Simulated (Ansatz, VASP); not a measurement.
# GaSb: VASP beside Ansatz

Wanted: the spread between two codes on one cell, functional and k mesh. The cell is taken from a series of runs on this material, whose earlier steps may have relaxed, scaled, displaced or heated it; both programs get it as it stands.

Calculated with Ansatz 0.2.0; plane waves, with VASP 6.6.1 beside it; zone-centre phonons at PBEsol.

**1. Starting point**

Symmetry: R3m, No. 160, trigonal system. Conventional cell: a = 4.494 Å, b = 4.494 Å, c = 10.384 Å, α = 90.00°, β = 90.00°, γ = 120.00°. Nearest to Ga lie 4 Sb at 2.66 to 2.72 Å. Sb has 4 Ga at 2.66 to 2.72 Å nearest. Farther neighbours are not listed.

Structure file:

```
Ga Sb
1.0
    -0.12027    3.05775    3.05775
     3.05775   -0.12027    3.05775
     3.05775    3.05775   -0.12027
Ga Sb
1 1
Direct
  0.00288 0.00288 0.00288
  0.74712 0.74712 0.74712
```

**2. VASP: zone-centre phonons, PBEsol**

Second derivatives magnify differences that forces hide, and they need a tight electronic threshold.

Lines of VASP's logs that name or quote its potential files are left out, and so is its time.

File INCAR:

```
SYSTEM = GaSb
PREC = Accurate
ENCUT = 500
EDIFF = 1E-08
NELM = 120
ISMEAR = 0
SIGMA = 0.015
LREAL = .FALSE.
ALGO = Normal
GGA = PS
NBANDS = 15
LORBIT = 11
LWAVE = .FALSE.
LCHARG = .FALSE.
ISIF = 2
ISYM = 2
IBRION = 8
LASPH = .TRUE.
GGA_COMPAT = .FALSE.
KPAR = 2
```

File POSCAR:

```
GaSb
1.0
   -0.1202721542      3.0577503652      3.0577503652
    3.0577503652     -0.1202721542      3.0577503652
    3.0577503652      3.0577503652     -0.1202721542
Ga Sb
1 1
Direct
    0.0028765976      0.0028765976      0.0028765976
    0.7471234024      0.7471234024      0.7471234024
```

File KPOINTS:

```
Points of the shifted mesh
1728
Reciprocal
 0.0416666667  0.0416666667  0.0416666667 1
 0.0416666667  0.0416666667  0.1250000000 1
 0.0416666667  0.0416666667  0.2083333333 1
 0.0416666667  0.0416666667  0.2916666667 1
 0.0416666667  0.0416666667  0.3750000000 1
 0.0416666667  0.0416666667  0.4583333333 1
 0.0416666667  0.0416666667  0.5416666667 1
 0.0416666667  0.0416666667  0.6250000000 1
 0.0416666667  0.0416666667  0.7083333333 1
 0.0416666667  0.0416666667  0.7916666667 1
 0.0416666667  0.0416666667  0.8750000000 1
 0.0416666667  0.0416666667  0.9583333333 1
 0.0416666667  0.1250000000  0.0416666667 1
 0.0416666667  0.1250000000  0.1250000000 1
 0.0416666667  0.1250000000  0.2083333333 1
 0.0416666667  0.1250000000  0.2916666667 1
 0.0416666667  0.1250000000  0.3750000000 1
 0.0416666667  0.1250000000  0.4583333333 1
 0.0416666667  0.1250000000  0.5416666667 1
 0.0416666667  0.1250000000  0.6250000000 1
 0.0416666667  0.1250000000  0.7083333333 1
 0.0416666667  0.1250000000  0.7916666667 1
 0.0416666667  0.1250000000  0.8750000000 1
 0.0416666667  0.1250000000  0.9583333333 1
 0.0416666667  0.2083333333  0.0416666667 1
 0.0416666667  0.2083333333  0.1250000000 1
 0.0416666667  0.2083333333  0.2083333333 1
 0.0416666667  0.2083333333  0.2916666667 1
 0.0416666667  0.2083333333  0.3750000000 1
 0.0416666667  0.2083333333  0.4583333333 1
 0.0416666667  0.2083333333  0.5416666667 1
 0.0416666667  0.2083333333  0.6250000000 1
 0.0416666667  0.2083333333  0.7083333333 1
 0.0416666667  0.2083333333  0.7916666667 1
 0.0416666667  0.2083333333  0.8750000000 1
 0.0416666667  0.2083333333  0.9583333333 1
 0.0416666667  0.2916666667  0.0416666667 1
 0.0416666667  0.2916666667  0.1250000000 1
 0.0416666667  0.2916666667  0.2083333333 1
 0.0416666667  0.2916666667  0.2916666667 1
 0.0416666667  0.2916666667  0.3750000000 1
 0.0416666667  0.2916666667  0.4583333333 1
 0.0416666667  0.2916666667  0.5416666667 1
 0.0416666667  0.2916666667  0.6250000000 1
 0.0416666667  0.2916666667  0.7083333333 1
 0.0416666667  0.2916666667  0.7916666667 1
 0.0416666667  0.2916666667  0.8750000000 1
 0.0416666667  0.2916666667  0.9583333333 1
 0.0416666667  0.3750000000  0.0416666667 1
 0.0416666667  0.3750000000  0.1250000000 1
 0.0416666667  0.3750000000  0.2083333333 1
 0.0416666667  0.3750000000  0.2916666667 1
 0.0416666667  0.3750000000  0.3750000000 1
 0.0416666667  0.3750000000  0.4583333333 1
 0.0416666667  0.3750000000  0.5416666667 1
 0.0416666667  0.3750000000  0.6250000000 1
 0.0416666667  0.3750000000  0.7083333333 1
 0.0416666667  0.3750000000  0.7916666667 1
 0.0416666667  0.3750000000  0.8750000000 1
 0.0416666667  0.3750000000  0.9583333333 1
 0.0416666667  0.4583333333  0.0416666667 1
 0.0416666667  0.4583333333  0.1250000000 1
 0.0416666667  0.4583333333  0.2083333333 1
 0.0416666667  0.4583333333  0.2916666667 1
 0.0416666667  0.4583333333  0.3750000000 1
 0.0416666667  0.4583333333  0.4583333333 1
 0.0416666667  0.4583333333  0.5416666667 1
 0.0416666667  0.4583333333  0.6250000000 1
 0.0416666667  0.4583333333  0.7083333333 1
 0.0416666667  0.4583333333  0.7916666667 1
 0.0416666667  0.4583333333  0.8750000000 1
 0.0416666667  0.4583333333  0.9583333333 1
 0.0416666667  0.5416666667  0.0416666667 1
 0.0416666667  0.5416666667  0.1250000000 1
 0.0416666667  0.5416666667  0.2083333333 1
 0.0416666667  0.5416666667  0.2916666667 1
 0.0416666667  0.5416666667  0.3750000000 1
 0.0416666667  0.5416666667  0.4583333333 1
 0.0416666667  0.5416666667  0.5416666667 1
 0.0416666667  0.5416666667  0.6250000000 1
 0.0416666667  0.5416666667  0.7083333333 1
 0.0416666667  0.5416666667  0.7916666667 1
 0.0416666667  0.5416666667  0.8750000000 1
 0.0416666667  0.5416666667  0.9583333333 1
 0.0416666667  0.6250000000  0.0416666667 1
 0.0416666667  0.6250000000  0.1250000000 1
 0.0416666667  0.6250000000  0.2083333333 1
 0.0416666667  0.6250000000  0.2916666667 1
 0.0416666667  0.6250000000  0.3750000000 1
 0.0416666667  0.6250000000  0.4583333333 1
 0.0416666667  0.6250000000  0.5416666667 1
 0.0416666667  0.6250000000  0.6250000000 1
 0.0416666667  0.6250000000  0.7083333333 1
 0.0416666667  0.6250000000  0.7916666667 1
 0.0416666667  0.6250000000  0.8750000000 1
 0.0416666667  0.6250000000  0.9583333333 1
 0.0416666667  0.7083333333  0.0416666667 1
 0.0416666667  0.7083333333  0.1250000000 1
 0.0416666667  0.7083333333  0.2083333333 1
 0.0416666667  0.7083333333  0.2916666667 1
 0.0416666667  0.7083333333  0.3750000000 1
 0.0416666667  0.7083333333  0.4583333333 1
 0.0416666667  0.7083333333  0.5416666667 1
 0.0416666667  0.7083333333  0.6250000000 1
 0.0416666667  0.7083333333  0.7083333333 1
 0.0416666667  0.7083333333  0.7916666667 1
 0.0416666667  0.7083333333  0.8750000000 1
 0.0416666667  0.7083333333  0.9583333333 1
 0.0416666667  0.7916666667  0.0416666667 1
 0.0416666667  0.7916666667  0.1250000000 1
 0.0416666667  0.7916666667  0.2083333333 1
 0.0416666667  0.7916666667  0.2916666667 1
[... 1390 lines left out ...]
 0.8750000000  0.4583333333  0.1250000000 1
 0.8750000000  0.4583333333  0.2083333333 1
 0.8750000000  0.4583333333  0.2916666667 1
 0.8750000000  0.4583333333  0.3750000000 1
 0.8750000000  0.4583333333  0.4583333333 1
 0.8750000000  0.4583333333  0.5416666667 1
 0.8750000000  0.4583333333  0.6250000000 1
 0.8750000000  0.4583333333  0.7083333333 1
 0.8750000000  0.4583333333  0.7916666667 1
 0.8750000000  0.4583333333  0.8750000000 1
 0.8750000000  0.4583333333  0.9583333333 1
 0.8750000000  0.5416666667  0.0416666667 1
 0.8750000000  0.5416666667  0.1250000000 1
 0.8750000000  0.5416666667  0.2083333333 1
 0.8750000000  0.5416666667  0.2916666667 1
 0.8750000000  0.5416666667  0.3750000000 1
 0.8750000000  0.5416666667  0.4583333333 1
 0.8750000000  0.5416666667  0.5416666667 1
 0.8750000000  0.5416666667  0.6250000000 1
 0.8750000000  0.5416666667  0.7083333333 1
 0.8750000000  0.5416666667  0.7916666667 1
 0.8750000000  0.5416666667  0.8750000000 1
 0.8750000000  0.5416666667  0.9583333333 1
 0.8750000000  0.6250000000  0.0416666667 1
 0.8750000000  0.6250000000  0.1250000000 1
 0.8750000000  0.6250000000  0.2083333333 1
 0.8750000000  0.6250000000  0.2916666667 1
 0.8750000000  0.6250000000  0.3750000000 1
 0.8750000000  0.6250000000  0.4583333333 1
 0.8750000000  0.6250000000  0.5416666667 1
 0.8750000000  0.6250000000  0.6250000000 1
 0.8750000000  0.6250000000  0.7083333333 1
 0.8750000000  0.6250000000  0.7916666667 1
 0.8750000000  0.6250000000  0.8750000000 1
 0.8750000000  0.6250000000  0.9583333333 1
 0.8750000000  0.7083333333  0.0416666667 1
 0.8750000000  0.7083333333  0.1250000000 1
 0.8750000000  0.7083333333  0.2083333333 1
 0.8750000000  0.7083333333  0.2916666667 1
 0.8750000000  0.7083333333  0.3750000000 1
 0.8750000000  0.7083333333  0.4583333333 1
 0.8750000000  0.7083333333  0.5416666667 1
 0.8750000000  0.7083333333  0.6250000000 1
 0.8750000000  0.7083333333  0.7083333333 1
 0.8750000000  0.7083333333  0.7916666667 1
 0.8750000000  0.7083333333  0.8750000000 1
 0.8750000000  0.7083333333  0.9583333333 1
 0.8750000000  0.7916666667  0.0416666667 1
 0.8750000000  0.7916666667  0.1250000000 1
 0.8750000000  0.7916666667  0.2083333333 1
 0.8750000000  0.7916666667  0.2916666667 1
 0.8750000000  0.7916666667  0.3750000000 1
 0.8750000000  0.7916666667  0.4583333333 1
 0.8750000000  0.7916666667  0.5416666667 1
 0.8750000000  0.7916666667  0.6250000000 1
 0.8750000000  0.7916666667  0.7083333333 1
 0.8750000000  0.7916666667  0.7916666667 1
 0.8750000000  0.7916666667  0.8750000000 1
 0.8750000000  0.7916666667  0.9583333333 1
 0.8750000000  0.8750000000  0.0416666667 1
 0.8750000000  0.8750000000  0.1250000000 1
 0.8750000000  0.8750000000  0.2083333333 1
 0.8750000000  0.8750000000  0.2916666667 1
 0.8750000000  0.8750000000  0.3750000000 1
 0.8750000000  0.8750000000  0.4583333333 1
 0.8750000000  0.8750000000  0.5416666667 1
 0.8750000000  0.8750000000  0.6250000000 1
 0.8750000000  0.8750000000  0.7083333333 1
 0.8750000000  0.8750000000  0.7916666667 1
 0.8750000000  0.8750000000  0.8750000000 1
 0.8750000000  0.8750000000  0.9583333333 1
 0.8750000000  0.9583333333  0.0416666667 1
 0.8750000000  0.9583333333  0.1250000000 1
 0.8750000000  0.9583333333  0.2083333333 1
 0.8750000000  0.9583333333  0.2916666667 1
 0.8750000000  0.9583333333  0.3750000000 1
 0.8750000000  0.9583333333  0.4583333333 1
 0.8750000000  0.9583333333  0.5416666667 1
 0.8750000000  0.9583333333  0.6250000000 1
 0.8750000000  0.9583333333  0.7083333333 1
 0.8750000000  0.9583333333  0.7916666667 1
 0.8750000000  0.9583333333  0.8750000000 1
 0.8750000000  0.9583333333  0.9583333333 1
 0.9583333333  0.0416666667  0.0416666667 1
 0.9583333333  0.0416666667  0.1250000000 1
 0.9583333333  0.0416666667  0.2083333333 1
 0.9583333333  0.0416666667  0.2916666667 1
 0.9583333333  0.0416666667  0.3750000000 1
 0.9583333333  0.0416666667  0.4583333333 1
 0.9583333333  0.0416666667  0.5416666667 1
 0.9583333333  0.0416666667  0.6250000000 1
 0.9583333333  0.0416666667  0.7083333333 1
 0.9583333333  0.0416666667  0.7916666667 1
 0.9583333333  0.0416666667  0.8750000000 1
 0.9583333333  0.0416666667  0.9583333333 1
 0.9583333333  0.1250000000  0.0416666667 1
 0.9583333333  0.1250000000  0.1250000000 1
 0.9583333333  0.1250000000  0.2083333333 1
 0.9583333333  0.1250000000  0.2916666667 1
 0.9583333333  0.1250000000  0.3750000000 1
 0.9583333333  0.1250000000  0.4583333333 1
 0.9583333333  0.1250000000  0.5416666667 1
 0.9583333333  0.1250000000  0.6250000000 1
 0.9583333333  0.1250000000  0.7083333333 1
 0.9583333333  0.1250000000  0.7916666667 1
 0.9583333333  0.1250000000  0.8750000000 1
 0.9583333333  0.1250000000  0.9583333333 1
 0.9583333333  0.2083333333  0.0416666667 1
 0.9583333333  0.2083333333  0.1250000000 1
 0.9583333333  0.2083333333  0.2083333333 1
 0.9583333333  0.2083333333  0.2916666667 1
 0.9583333333  0.2083333333  0.3750000000 1
 0.9583333333  0.2083333333  0.4583333333 1
 0.9583333333  0.2083333333  0.5416666667 1
 0.9583333333  0.2083333333  0.6250000000 1
 0.9583333333  0.2083333333  0.7083333333 1
 0.9583333333  0.2083333333  0.7916666667 1
 0.9583333333  0.2083333333  0.8750000000 1
 0.9583333333  0.2083333333  0.9583333333 1
 0.9583333333  0.2916666667  0.0416666667 1
 0.9583333333  0.2916666667  0.1250000000 1
 0.9583333333  0.2916666667  0.2083333333 1
 0.9583333333  0.2916666667  0.2916666667 1
 0.9583333333  0.2916666667  0.3750000000 1
 0.9583333333  0.2916666667  0.4583333333 1
 0.9583333333  0.2916666667  0.5416666667 1
 0.9583333333  0.2916666667  0.6250000000 1
 0.9583333333  0.2916666667  0.7083333333 1
 0.9583333333  0.2916666667  0.7916666667 1
 0.9583333333  0.2916666667  0.8750000000 1
 0.9583333333  0.2916666667  0.9583333333 1
 0.9583333333  0.3750000000  0.0416666667 1
 0.9583333333  0.3750000000  0.1250000000 1
 0.9583333333  0.3750000000  0.2083333333 1
 0.9583333333  0.3750000000  0.2916666667 1
 0.9583333333  0.3750000000  0.3750000000 1
 0.9583333333  0.3750000000  0.4583333333 1
 0.9583333333  0.3750000000  0.5416666667 1
 0.9583333333  0.3750000000  0.6250000000 1
 0.9583333333  0.3750000000  0.7083333333 1
 0.9583333333  0.3750000000  0.7916666667 1
 0.9583333333  0.3750000000  0.8750000000 1
 0.9583333333  0.3750000000  0.9583333333 1
 0.9583333333  0.4583333333  0.0416666667 1
 0.9583333333  0.4583333333  0.1250000000 1
 0.9583333333  0.4583333333  0.2083333333 1
 0.9583333333  0.4583333333  0.2916666667 1
 0.9583333333  0.4583333333  0.3750000000 1
 0.9583333333  0.4583333333  0.4583333333 1
 0.9583333333  0.4583333333  0.5416666667 1
 0.9583333333  0.4583333333  0.6250000000 1
 0.9583333333  0.4583333333  0.7083333333 1
 0.9583333333  0.4583333333  0.7916666667 1
 0.9583333333  0.4583333333  0.8750000000 1
 0.9583333333  0.4583333333  0.9583333333 1
 0.9583333333  0.5416666667  0.0416666667 1
 0.9583333333  0.5416666667  0.1250000000 1
 0.9583333333  0.5416666667  0.2083333333 1
 0.9583333333  0.5416666667  0.2916666667 1
 0.9583333333  0.5416666667  0.3750000000 1
 0.9583333333  0.5416666667  0.4583333333 1
 0.9583333333  0.5416666667  0.5416666667 1
 0.9583333333  0.5416666667  0.6250000000 1
 0.9583333333  0.5416666667  0.7083333333 1
 0.9583333333  0.5416666667  0.7916666667 1
 0.9583333333  0.5416666667  0.8750000000 1
 0.9583333333  0.5416666667  0.9583333333 1
 0.9583333333  0.6250000000  0.0416666667 1
 0.9583333333  0.6250000000  0.1250000000 1
 0.9583333333  0.6250000000  0.2083333333 1
 0.9583333333  0.6250000000  0.2916666667 1
 0.9583333333  0.6250000000  0.3750000000 1
 0.9583333333  0.6250000000  0.4583333333 1
 0.9583333333  0.6250000000  0.5416666667 1
 0.9583333333  0.6250000000  0.6250000000 1
 0.9583333333  0.6250000000  0.7083333333 1
 0.9583333333  0.6250000000  0.7916666667 1
 0.9583333333  0.6250000000  0.8750000000 1
 0.9583333333  0.6250000000  0.9583333333 1
 0.9583333333  0.7083333333  0.0416666667 1
 0.9583333333  0.7083333333  0.1250000000 1
 0.9583333333  0.7083333333  0.2083333333 1
 0.9583333333  0.7083333333  0.2916666667 1
 0.9583333333  0.7083333333  0.3750000000 1
 0.9583333333  0.7083333333  0.4583333333 1
 0.9583333333  0.7083333333  0.5416666667 1
 0.9583333333  0.7083333333  0.6250000000 1
 0.9583333333  0.7083333333  0.7083333333 1
 0.9583333333  0.7083333333  0.7916666667 1
 0.9583333333  0.7083333333  0.8750000000 1
 0.9583333333  0.7083333333  0.9583333333 1
 0.9583333333  0.7916666667  0.0416666667 1
 0.9583333333  0.7916666667  0.1250000000 1
 0.9583333333  0.7916666667  0.2083333333 1
 0.9583333333  0.7916666667  0.2916666667 1
 0.9583333333  0.7916666667  0.3750000000 1
 0.9583333333  0.7916666667  0.4583333333 1
 0.9583333333  0.7916666667  0.5416666667 1
 0.9583333333  0.7916666667  0.6250000000 1
 0.9583333333  0.7916666667  0.7083333333 1
 0.9583333333  0.7916666667  0.7916666667 1
 0.9583333333  0.7916666667  0.8750000000 1
 0.9583333333  0.7916666667  0.9583333333 1
 0.9583333333  0.8750000000  0.0416666667 1
 0.9583333333  0.8750000000  0.1250000000 1
 0.9583333333  0.8750000000  0.2083333333 1
 0.9583333333  0.8750000000  0.2916666667 1
 0.9583333333  0.8750000000  0.3750000000 1
 0.9583333333  0.8750000000  0.4583333333 1
 0.9583333333  0.8750000000  0.5416666667 1
 0.9583333333  0.8750000000  0.6250000000 1
 0.9583333333  0.8750000000  0.7083333333 1
 0.9583333333  0.8750000000  0.7916666667 1
 0.9583333333  0.8750000000  0.8750000000 1
 0.9583333333  0.8750000000  0.9583333333 1
 0.9583333333  0.9583333333  0.0416666667 1
 0.9583333333  0.9583333333  0.1250000000 1
 0.9583333333  0.9583333333  0.2083333333 1
 0.9583333333  0.9583333333  0.2916666667 1
 0.9583333333  0.9583333333  0.3750000000 1
 0.9583333333  0.9583333333  0.4583333333 1
 0.9583333333  0.9583333333  0.5416666667 1
 0.9583333333  0.9583333333  0.6250000000 1
 0.9583333333  0.9583333333  0.7083333333 1
 0.9583333333  0.9583333333  0.7916666667 1
 0.9583333333  0.9583333333  0.8750000000 1
 0.9583333333  0.9583333333  0.9583333333 1
```

PAW data sets: Ga_d and Sb (PBE family, release 64).

Command:

```sh
> mpirun -np 2 vasp_std
```

Numbers of over 12 decimals in the logs are rounded to 6 here.

The program printed:

```text
[banner, memory and clock lines left out]
running    2 mpi-ranks, on    1 nodes
[...]
|                                                                             |
|               ----> ADVICE to this user running VASP <----                  |
|                                                                             |
|     You enforced a specific xc type in the INCAR file but a different       |
|     [... a line on the potential file left out ...]
|     I HOPE YOU KNOW WHAT YOU ARE DOING!                                     |
|                                                                             |

 LDA part: xc-table for (Slater+PW92), standard interpolation
 POSCAR, INCAR and KPOINTS ok, starting setup
[...]
entering main loop
       N       E                     dE             d eps       ncg     rms          rms(c)
DAV:   1     0.791403687256E+02    0.79140E+02   -0.85007E+03 52384   0.141E+03
DAV:   2    -0.204451161434E+01   -0.81185E+02   -0.78335E+02 59848   0.296E+02
DAV:   3    -0.807781324207E+01   -0.60333E+01   -0.60124E+01 62774   0.669E+01
DAV:   4    -0.818454703462E+01   -0.10673E+00   -0.10671E+00 63400   0.100E+01
DAV:   5    -0.818716742390E+01   -0.26204E-02   -0.26203E-02 67655   0.137E+00    0.290E+00
DAV:   6    -0.811953513219E+01    0.67632E-01   -0.87726E-02 68152   0.500E+00    0.168E+00
DAV:   7    -0.809730235626E+01    0.22233E-01   -0.39543E-02 65052   0.182E+00    0.359E-01
DAV:   8    -0.809725324198E+01    0.49114E-04   -0.50110E-03 67911   0.832E-01    0.843E-02
[...]
DAV:  12    -0.809753874294E+01   -0.34790E-06   -0.72729E-07 67142   0.737E-03    0.853E-04
DAV:  13    -0.809753876824E+01   -0.25304E-07   -0.50508E-08 61002   0.151E-03    0.260E-04
DAV:  14    -0.809753880072E+01   -0.32476E-07   -0.37609E-09 53675   0.602E-04    0.708E-05
DAV:  15    -0.809753880537E+01   -0.46543E-08   -0.64451E-10 35566   0.284E-04
   1 F= -.80975388E+01 E0= -.80975254E+01  d E =-.267817E-04
 Linear response reoptimize wavefunctions to high precision
DAV:   1    -0.809753880540E+01   -0.30468E-10   -0.17452E-10 45471   0.135E-04
 Linear response DOF=           2
 Linear response progress:
  Degree of freedom:   1/  2
       N       E                     dE             d eps       ncg     rms          rms(c)
RMM:   1    -0.165716450742E+00   -0.16572E+00    0.57497E-02 64676   0.785E+00
RMM:   2    -0.164960588864E+00    0.75586E-03   -0.28614E-02 97275   0.134E+00    0.374E-02
RMM:   3    -0.164874784475E+00    0.85804E-04   -0.34435E-03101262   0.428E-01    0.241E-02
RMM:   4    -0.164751565309E+00    0.12322E-03   -0.14097E-03110402   0.197E-01    0.126E-02
RMM:   5    -0.164739960153E+00    0.11605E-04   -0.81848E-05107140   0.549E-02    0.437E-03
RMM:   6    -0.164744862761E+00   -0.49026E-05   -0.21295E-05109644   0.246E-02    0.498E-04
RMM:   7    -0.164743571119E+00    0.12916E-05   -0.35006E-06107052   0.105E-02    0.458E-04
RMM:   8    -0.164746865291E+00   -0.32942E-05   -0.16378E-06104408   0.509E-03    0.105E-04
[...]
RMM:  15    -0.164748755804E+00   -0.17890E-07    0.21156E-08107225   0.466E-05    0.316E-06
RMM:  16    -0.164748782811E+00   -0.27007E-07    0.17000E-08102683   0.280E-05    0.785E-07
RMM:  17    -0.164748793387E+00   -0.10576E-07   -0.94511E-10112471   0.187E-05    0.141E-07
RMM:  18    -0.164748793518E+00   -0.13024E-09    0.11435E-08 92227   0.140E-05    0.736E-08
 first order change of Fermi-energy   0.16871E+01
 force on displaced ion       1 direction 1 :  -6.787  -0.345  -0.345
 Linear response progress:
  Degree of freedom:   2/  2
       N       E                     dE             d eps       ncg     rms          rms(c)
RMM:   1    -0.280022120182E-01   -0.28002E-01    0.12160E-02105378   0.127E+00
RMM:   2    -0.257700095258E-01    0.22322E-02   -0.30628E-03 94972   0.342E-01    0.625E-02
RMM:   3    -0.257162678963E-01    0.53742E-04   -0.17775E-04105549   0.930E-02    0.343E-02
RMM:   4    -0.257517803592E-01   -0.35512E-04   -0.38625E-05104805   0.414E-02    0.430E-03
RMM:   5    -0.257606040185E-01   -0.88237E-05   -0.51817E-06109947   0.144E-02    0.267E-03
RMM:   6    -0.257556667254E-01    0.49373E-05   -0.77213E-07103663   0.470E-03    0.843E-04
RMM:   7    -0.257540450440E-01    0.16217E-05   -0.89765E-08108261   0.153E-03    0.233E-04
RMM:   8    -0.257533722385E-01    0.67281E-06   -0.21094E-08104745   0.545E-04    0.661E-05
RMM:   9    -0.257533375570E-01    0.34682E-07   -0.70206E-09104888   0.211E-04    0.159E-05
RMM:  10    -0.257533580645E-01   -0.20507E-07   -0.38460E-09102855   0.790E-05    0.106E-05
RMM:  11    -0.257533645619E-01   -0.64974E-08   -0.44625E-09107571   0.309E-05    0.287E-06
 first order change of Fermi-energy  -0.16870E+01
 force on displaced ion       2 direction 1 :  -6.792  -0.348  -0.348
 Linear response finished
```

(Part 1 of 2 ends here.)

[Lines on the potential files, build, host, timing and source positions are cut from VASP's logs without a mark.]

[Logs are printed without paths, hosts, clocks, repeated set-up lines and the standing remarks that a program may print on its own settings, such as how far it seeks lower states.]

[Hosts, paths, dates, database ids (printed as entryN), source tags and the programs' standing remarks are cut or masked in the printed files.]
